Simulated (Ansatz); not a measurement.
TiAl3:

```xyz
4
Lattice="-1.9111 1.9111 4.2807 1.9111 -1.9111 4.2807 1.9111 1.9111 -4.2807" Properties=species:S:1:pos:R:3 pbc="T T T"
Ti    0.0000    0.0000    0.0000
Al    1.9111    0.0000    2.1403
Al    0.0000    1.9111    2.1403
Al    0.0000    0.0000    4.2807
```

The cell comes from a database or a generator and needn't be the stable form of this composition.

Base run:

```yaml
Program: Ansatz 0.2.0
Functional: r2SCAN
Potentials_or_basis: Ansatz PAW
Cutoff: 500 eV
Density_cutoff: 2000 eV
k_mesh: 10 × 10 × 10
Occupations: fermi-dirac, width 0.05 eV
Spin: no spin polarisation
```

Its results: band gap on the k mesh none (metal or under the smearing width); pressure 0.1 GPa.

Task: The run is repeated on the same cell with these changes: functional from r2SCAN to BLYP; cutoff from 500 eV to 420 eV; density cutoff from 2000 eV to 1680 eV. What comes out?

Result: Band gap on the k mesh none (metal or under the smearing width); pressure 5.1 GPa.

Caveats: the PAW data sets come from PBE, with cores solved anew for the run's functional, which leaves a small shift of forces and pressure; the potentials were made for another functional, which shifts forces and pressure (some runs).

Not every run made on this cell is shown here.
